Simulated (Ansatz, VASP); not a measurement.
## NaF in VASP and in Ansatz

```
Na F
1.0
     0.00000    2.32330    2.32330
     2.32330    0.00000    2.32330
     2.32330    2.32330    0.00000
Na F
1 1
Direct
  0.00000 0.00000 0.00000
  0.50000 0.50000 0.50000
```

Alike in both runs: task single point; functional LDA; k mesh 10 × 10 × 10; occupations fermi-dirac, width 0.02 eV; no spin polarisation.

```csv
,VASP,Ansatz
version,VASP 6.6.1,Ansatz 0.2.0
potentials or method,"VASP PAW LDA potentials, release 64 (Na_pv, F), cutoff 520 eV","all-electron LAPW, scalar-relativistic"
```

```tsv
	VASP	Ansatz	Ansatz less VASP
gap on the k mesh at the Fermi level (eV)	5.91	5.92	+0.010
pressure (GPa)	-4.7	-4.6	+0.13
```

Ansatz ran all-electron here, so the differences hold the error of VASP's frozen core and of both bases.

A k mesh can miss the band edges.
